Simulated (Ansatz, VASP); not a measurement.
# NaH: VASP beside Ansatz

```xyz
2
Lattice="2.3836 0.0000 0.0000 0.0000 2.3836 0.0000 0.0000 0.0000 2.3836" Properties=species:S:1:pos:R:3 pbc="T T T"
Na    0.0000    0.0000    0.0000
H     1.1918    1.1918    1.1918
```

Change from the starting cell: volume scaled by 0.52, PAW files.

Alike in both runs: task single point; functional PBE; k mesh 12 × 12 × 12; occupations fermi-dirac, width 0.08 eV; no spin polarisation.

|  | VASP | Ansatz |
| --- | --- | --- |
| version | VASP 6.6.1 | Ansatz 0.2.0 |
| potentials or method | VASP PAW PBE potentials, release 64 (Na_pv, H) | PAW with Ansatz's default frozen-core files, scalar-relativistic |
| plane-wave cutoff (eV) | 520 | 420 |
| valence electrons in the cell | 8 | 10 |

```tsv
	VASP	Ansatz	Ansatz less VASP
pressure (GPa)	52.7	52.4	-0.22
```

The two sets of potentials don't hold the same shells in valence.

Caveats: so large a pressure means that the cell lies far from this level's equilibrium, or that cutoff or potentials fall short (VASP). A k mesh can miss the band edges.
